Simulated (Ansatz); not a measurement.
# Tl (fcc type): how the settings move a single-point run

Aim: see which settings change the result for Tl (fcc type), by how much, and at what cost.

Computed with Ansatz 0.2.0 (reference: DFT, PBE, all-electron PAW with datasets made for the crystal, scalar-relativistic, unless a step's input says otherwise).

1 further run of the same task is left out (it didn't finish).

**1. The starting structure**

It takes space group Fm-3m (No. 225, cubic). Conventional cell: a = 4.894 Å, b = 4.894 Å, c = 4.894 Å, α = 90.00°, β = 90.00°, γ = 90.00°. Tl (site symmetry m-3m) has 12 Tl at 3.46 Å as nearest neighbours.

Structure file:

```xyz
1
Lattice="0.0000 2.4470 2.4470 2.4470 0.0000 2.4470 2.4470 2.4470 0.0000" Properties=species:S:1:pos:R:3 pbc="T T T"
Tl    0.0000    0.0000    0.0000
```

**2. Baseline**

The input, input.yaml:

```yaml
crystal:
  lattice:
    - [0.0, 2.4470200483, 2.4470200483]
    - [2.4470200483, 0.0, 2.4470200483]
    - [2.4470200483, 2.4470200483, 0.0]
  atoms:
    - { symbol: Tl, position: [0.0, 0.0, 0.0] }
kpoints:
  mp_grid: { grid: [14, 14, 14] }
scf:
  occupations: { method: fermi_dirac, width: 0.08 }
hamiltonian:
  xc: pbe
  pseudopotentials: { kind: all_electron, datasets: crystal }
output:
  forces: true
  stress: true
  eigenvalues: true
  efg: { contact_densities: true }
```

Launch:

```sh
ansatz run input.yaml --threads 1 --pin off --max-ram 2048MiB --backend cpu --events-out ev --progress --plain --runs-dir out
```

**3. Changing settings: mp_grid.grid [18, 18, 18], preconditioner ldos, lower_state_search standard**

Changes to input.yaml since step 2:

```diff
@@ -8,5 +8,7 @@
 kpoints:
-  mp_grid: { grid: [14, 14, 14] }
+  mp_grid: { grid: [18, 18, 18] }
 scf:
   occupations: { method: fermi_dirac, width: 0.08 }
+  mixing: { preconditioner: ldos }
+  lower_state_search: standard
 hamiltonian:
```

What does the calculation give? Wanted: for each run, ending; energy change; pressure; gap; force.

As calculated:

```csv
run,ending,energy change,pressure (GPa),gap (eV),force (eV/Å),cycles,time
reference,converged,0,2.0,0.00,0.00,6,7.6 s
"1: mp_grid.grid [18, 18, 18], preconditioner ldos, lower_state_search standard",converged,-0.7 meV/atom,1.9,0.00,0.00,8,14 s
```

Residual by cycle in the longest SCF loop of each run; runs are numbered as in the table. The quantity is the density residual dr2, in eV.

```csv
cycle,reference,run 1
1,0.096,0.0963
2,0.0384,0.0139
3,6.7e-4,8.0e-4
4,9.9e-5,1.1e-4
5,1.2e-6,1.4e-5
6,3.3e-9,2.2e-6
7,-,1.2e-7
8,-,1.4e-9
```

Changing the k-point mesh, mixing and search for lower states moves the energy by -0.7 meV/atom. Cost: 8 SCF cycles against 6, 14 s against 7.6 s.
